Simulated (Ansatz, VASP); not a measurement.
# Two plane-wave programs on Br

INCAR

```
PREC = Accurate ; ENCUT = 520
EDIFF = 1E-6 ; ISMEAR = 0
SIGMA = 0.1 ; LREAL = F
LASPH = T ; NELM = 100
ALGO = Normal ; ISIF = 2
LWAVE = F ; LCHARG = T
GGA = PS ; LELF = T
LVHAR = T ; NBANDS = 10
```

The input KPOINTS:

```
regular mesh
0
Gamma
  18 18 18
```

Contents of POSCAR:

```
Br
1.0
   -1.3986356947      1.3828225470      3.5142159795
    1.4183120403     -1.3828225470      3.5220451838
    1.3986356947      1.3828225470     -3.5142159795
Br
1
Direct
    0.0000000000      0.0000000000      0.0000000000
```

Input for Ansatz:

```yaml
crystal:
  lattice:
    - [-1.3986356947, 1.382822547, 3.5142159795]
    - [1.4183120403, -1.382822547, 3.5220451838]
    - [1.3986356947, 1.382822547, -3.5142159795]
  atoms:
    - { symbol: Br, position: [0.0, 0.0, 0.0] }
basis:
  ecutwfc: 420
kpoints:
  mp_grid: { grid: [18, 18, 18] }
hamiltonian:
  xc: pbesol
scf:
  occupations: { method: gaussian, width: 0.1 }
output:
  forces: true
  stress: true
  eigenvalues: true
```

Alike in both runs: task single point; functional PBEsol; k mesh 18 × 18 × 18; occupations gaussian, width 0.1 eV; no spin polarisation.

```csv
,VASP,Ansatz
version,VASP 6.6.1,Ansatz 0.2.0
potentials or method,"VASP PAW PBE potentials, release 64 (Br)","scalar-relativistic, plane waves, PAW"
plane-wave cutoff (eV),520,420
valence electrons in the cell,7,7
```

|  | VASP | Ansatz | Ansatz less VASP |
| --- | --- | --- | --- |
| gap on the k mesh at the Fermi level (eV) | none | none | - |
| pressure (GPa) | 1.3 | 1.2 | -0.04 |
| largest component of the traceless stress (GPa) | 0.86 | 0.83 | -0.024 |

A gap of «none» marks a metal or a gap that the smearing closes.

Caveats: the PAW data sets were made with another functional, which shifts forces and pressure a little (VASP); an odd number of electrons without spin polarisation forces a metal; a magnetic or distorted state may lie lower.
